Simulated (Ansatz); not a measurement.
# Zr: how well frozen cores do

Does the method matter for Zr? The same cell, functional and mesh are run with full-potential LAPW, frozen-core PAW and datasets made for this crystal.

This is Zr in the fcc structure; at room conditions it is hcp.

Computed with Ansatz 0.2.0 (DFT PBE, scalar-relativistic, unless a step's input says otherwise).

### Step 1. The system as given

It takes space group Fm-3m (No. 225, cubic). The conventional cell has a = 4.510 Å, b = 4.510 Å, c = 4.510 Å, α = 90.00°, β = 90.00°, γ = 90.00°. Around Zr (site symmetry m-3m) lie 12 Zr at 3.19 Å.

Coordinates:

```cif
data_structure
_symmetry_space_group_name_H-M 'Fm-3m'
_symmetry_Int_Tables_number 225
_cell_length_a 4.5100
_cell_length_b 4.5100
_cell_length_c 4.5100
_cell_angle_alpha 90.000
_cell_angle_beta 90.000
_cell_angle_gamma 90.000
_cell_volume 91.73
loop_
_atom_site_label
_atom_site_type_symbol
_atom_site_symmetry_multiplicity
_atom_site_Wyckoff_symbol
_atom_site_fract_x
_atom_site_fract_y
_atom_site_fract_z
_atom_site_occupancy
Zr1 Zr 4 a 0.00000 0.00000 0.00000 1
```

The file gives the conventional cell by its symmetry; the runs use the cell typed in the input.

Structure: COD 1534901, as refined from experiment and not relaxed.

### Step 2. Full-potential LAPW

File input.yaml:

```yaml
crystal:
  lattice:
    - [0.0, 2.255, 2.255]
    - [2.255, 0.0, 2.255]
    - [2.255, 2.255, 0.0]
  atoms:
    - { symbol: Zr, position: [0.0, 0.0, 0.0] }
kpoints:
  mp_grid: { grid: [16, 16, 16] }
  band_path:
    path:
      - [0.0, 0.0, 0.0]
      - [0.5, 0.0, 0.5]
      - [0.625, 0.25, 0.625]
      - [0.375, 0.375, 0.75]
      - [0.0, 0.0, 0.0]
      - [0.5, 0.5, 0.5]
      - [0.5, 0.25, 0.75]
      - [0.5, 0.0, 0.5]
    npoints: 8
scf:
  occupations: { method: fermi_dirac, width: 0.05 }
hamiltonian:
  xc: pbe
  pseudopotentials: { kind: all_electron, lapw: { basis_error: 0.001 } }
output:
  forces: true
  stress: true
  eigenvalues: true
  populations: true
  dos: { projected: true, de: 0.2, e_range: [-14, 8] }
```

### Step 3. Frozen-core PAW

input.yaml: that of step 2 with these lines changed.

```diff
@@ -24,3 +24,3 @@
   xc: pbe
-  pseudopotentials: { kind: all_electron, lapw: { basis_error: 0.001 } }
+  pseudopotentials: { kind: paw }
 output:
@@ -29,3 +29,5 @@
   eigenvalues: true
+  efg: { contact_densities: true }
   populations: true
+  bader: true
   dos: { projected: true, de: 0.2, e_range: [-14, 8] }
```

### Step 4. Datasets made for this crystal

input.yaml: that of step 3 with these lines changed.

```diff
@@ -24,3 +24,3 @@
   xc: pbe
-  pseudopotentials: { kind: paw }
+  pseudopotentials: { kind: all_electron, datasets: crystal }
 output:
@@ -30,4 +30 @@
   efg: { contact_densities: true }
-  populations: true
-  bader: true
-  dos: { projected: true, de: 0.2, e_range: [-14, 8] }
```

(Steps that only read results are left out.)

What does the calculation give? Wanted: pressure; gap.

The runs gave:

| quantity | value |
| --- | --- |
| pressure | LAPW 1.08, PAW 1.05, crystal datasets 1.08 GPa |
| gap (LAPW) | none |

**Reading.** At this geometry the cell is under compression of 1.1 GPa, so it would expand if let go. Bands cross the Fermi level: the crystal is a metal at this level. Within 0.3 eV of the Fermi level the largest projected share is Zr 4d (91 %). The projection holds only the free atom's occupied shells (Zr 5s, Zr 4d in this range). In pressure, PAW differs from LAPW by -0.02 GPa.
